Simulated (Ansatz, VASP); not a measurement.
**La in VASP and in Ansatz**

The input INCAR:

```
SYSTEM = La
  PREC = Accurate
  ENCUT = 520
  EDIFF = 1E-6
  ISMEAR = -1
  SIGMA = 0.05
  LREAL = .False.
  LASPH = .True.
  NELM = 80
  ALGO = Normal
  ISIF = 2
  LWAVE = .False.
  LCHARG = .False.
  GGA = PS
  NBANDS = 18
```

The input KPOINTS:

```
Automatic mesh
0
Gamma
  12 12 7
  0 0 0
```

Contents of POSCAR:

```
La
1.0
    3.7832986048      0.0000000000      0.0000000000
   -1.8916493024      3.2764327018      0.0000000000
    0.0000000000      0.0000000000      6.0761089585
La
2
Direct
    0.3333333333      0.6666666667      0.2500000000
    0.6666666667      0.3333333333      0.7500000000
```

Input for Ansatz:

```yaml
crystal:
  lattice:
    - [3.7832986048, 0.0, 0.0]
    - [-1.8916493024, 3.2764327018, 0.0]
    - [0.0, 0.0, 6.0761089585]
  atoms:
    - { symbol: La, position: [0.3333333333, 0.6666666667, 0.25] }
    - { symbol: La, position: [0.6666666667, 0.3333333333, 0.75] }
kpoints:
  mp_grid: { grid: [12, 12, 7] }
  band_path:
    path:
      - [0.0, 0.0, 0.0]
      - [0.5, 0.0, 0.0]
      - [0.3333333333, 0.3333333333, 0.0]
      - [0.0, 0.0, 0.0]
      - [0.0, 0.0, 0.5]
      - [0.5, 0.0, 0.5]
      - [0.3333333333, 0.3333333333, 0.5]
      - [0.0, 0.0, 0.5]
      - [0.5, 0.0, 0.5]
    npoints: 5
scf:
  occupations: { method: fermi_dirac, width: 0.05 }
hamiltonian:
  xc: pbesol
  pseudopotentials: { kind: all_electron, lapw: { basis_error: 0.001 } }
output:
  forces: true
  stress: true
  eigenvalues: true
```

Alike in both runs: task single point; functional PBEsol; k mesh 12 × 12 × 7; occupations fermi-dirac, width 0.05 eV; no spin polarisation.

|  | VASP | Ansatz |
| --- | --- | --- |
| version | VASP 6.6.1 | Ansatz 0.2.0 |
| potentials or method | VASP PAW PBE potentials, release 64 (La) | all-electron LAPW, scalar-relativistic |
| plane-wave cutoff (eV) | 520 | see its input |

|  | VASP | Ansatz | Ansatz less VASP |
| --- | --- | --- | --- |
| pressure (GPa) | -2.0 | -2.0 | 0.00 |

Ansatz ran all-electron here, so the differences hold the error of VASP's frozen core and of both bases.

Caveats: the PAW data sets were made with another functional, which shifts forces and pressure a little (VASP). Spin-orbit coupling is left out, which matters for the levels of La.
